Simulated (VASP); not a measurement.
Set up this calculation in VASP 6.6.1, as the native input.

```yaml
Task: single point
Functional: r2SCAN
Potentials_or_basis: VASP PAW PBE potentials, release 64 (Be, S)
Cutoff: 520 eV
k_mesh: 10 × 10 × 10
Occupations: gaussian, width 0.01 eV
Spin: no spin polarisation
Dipole_correction: no
Further_INCAR_settings: ALGO = Normal; EDIFF = 1e-06; NBANDS = 11
```

The system is BeS.

```
Be S
1.0
     0.00000    2.57233    2.57233
     2.57233    0.00000    2.57233
     2.57233    2.57233    0.00000
Be S
1 1
Direct
  0.00000 0.00000 0.00000
  0.25000 0.25000 0.25000
```

The cell was built by a generator and needn't be a form met in nature.

The cell isn't the ideal one: hydrostatic strain +5.7%.

One way to write it, as run:

POSCAR

```
BeS
1.0
    0.0000000000      2.5723313936      2.5723313936
    2.5723313936      0.0000000000      2.5723313936
    2.5723313936      2.5723313936      0.0000000000
Be S
1 1
Direct
    0.0000000000      0.0000000000      0.0000000000
    0.2500000000      0.2500000000      0.2500000000
```

INCAR.step1

```
SYSTEM = BeS
ALGO     = Normal         ! electronic algorithm
EDIFF    = 1E-4           ! SCF threshold, eV
ENCUT    = 520            ! plane-wave cutoff, eV
GGA      = PE             ! functional
ISMEAR   = 0              ! smearing method
LASPH    = .TRUE.         ! aspherical terms in the spheres
LCHARG   = .FALSE.        ! write CHGCAR
LREAL    = .FALSE.        ! projectors in reciprocal space
LWAVE    = .TRUE.         ! write WAVECAR
NBANDS   = 11             ! bands
NELM     = 60             ! most SCF steps
PREC     = Accurate       ! precision mode
SIGMA    = 0.01           ! smearing width, eV
```

INCAR.step2

```
SYSTEM = BeS
ALGO     = Normal         ! electronic algorithm
EDIFF    = 1E-6           ! SCF threshold, eV
ENCUT    = 520            ! plane-wave cutoff, eV
ISIF     = 2              ! what is computed and relaxed
ISMEAR   = 0              ! smearing method
ISTART   = 1            
LASPH    = .TRUE.         ! aspherical terms in the spheres
LCHARG   = .FALSE.        ! write CHGCAR
LMIXTAU  = .TRUE.       
LREAL    = .FALSE.        ! projectors in reciprocal space
LWAVE    = .FALSE.        ! write WAVECAR
METAGGA  = R2SCAN         ! meta-GGA
NBANDS   = 11             ! bands
NELM     = 60             ! most SCF steps
PREC     = Accurate       ! precision mode
SIGMA    = 0.01           ! smearing width, eV
```

KPOINTS

```
k-points
0
G
  10 10 10
  0 0 0
```

Potentials or basis: VASP PAW PBE potentials, release 64 (Be, S).

Command:

```bash
$ cat potpaw_PBE.64/Be/POTCAR potpaw_PBE.64/S/POTCAR > POTCAR
$ cp INCAR.step1 INCAR
$ mpirun -np 1 vasp_std > vasp.out
$ cp INCAR.step2 INCAR
$ mpirun -np 1 vasp_std > vasp.out
```

It gave:

```json
{
 "Pressure": "-11.8 GPa",
 "Band gap on the k mesh": "3.89 eV, indirect (least direct gap 5.19 eV)"
}
```

Caveat: the PAW data sets were made with another functional, which shifts forces and pressure a little.

Run time: 53 s on 1 thread of Intel(R) Xeon(R) Platinum 8559C (Emerald Rapids), with other jobs on the host, peak memory 0.16 GiB.
